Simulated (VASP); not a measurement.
**TiC under changes of volume**

One of the cells (9.884 Å³/atom); the others are scaled copies at fixed shape and fractional positions:

```xyz
2
Lattice="0.0000 2.1460 2.1460 2.1460 0.0000 2.1460 2.1460 2.1460 0.0000" Properties=species:S:1:pos:R:3 pbc="T T T"
Ti    0.0000    0.0000    0.0000
C     2.1460    2.1460    2.1460
```

The cell is a database's computed one.

```yaml
Program: VASP 6.6.1
Functional: PBE
Dispersion: D3(BJ)
Potentials_or_basis: VASP PAW PBE potentials, release 64 (Ti_sv, C)
Cutoff: 520 eV
k_mesh: 10 × 10 × 10
Occupations: fermi-dirac, width 0.05 eV
Spin: no spin polarisation
```

```tsv
volume (Å³/atom)	energy over the lowest point (meV/atom)	pressure (GPa)
9.488	14.29	11.7
9.686	3.55	5.6
9.884	0.00	0.0
10.081	?	?
10.279	11.84	-9.5
```

Task: What does the run at 10.081 Å³/atom give?

Result: Energy over the lowest point 2.97 meV/atom; pressure -5.0 GPa.

Worked out: A Birch-Murnaghan fit of order 2 (a polynomial in V^(-2/3)) to the other rows has its minimum at 9.89 Å³/atom with B0 = V·E''(V) = 263 GPa. It gives 2.97 meV/atom at 10.081 Å³/atom, against the run's 2.97, and -dE/dV = -4.9 GPa, against -5.0.

Energies are extrapolated to zero smearing.

Caveats: pairwise dispersion overbinds metals, which lowers pressure and volume.
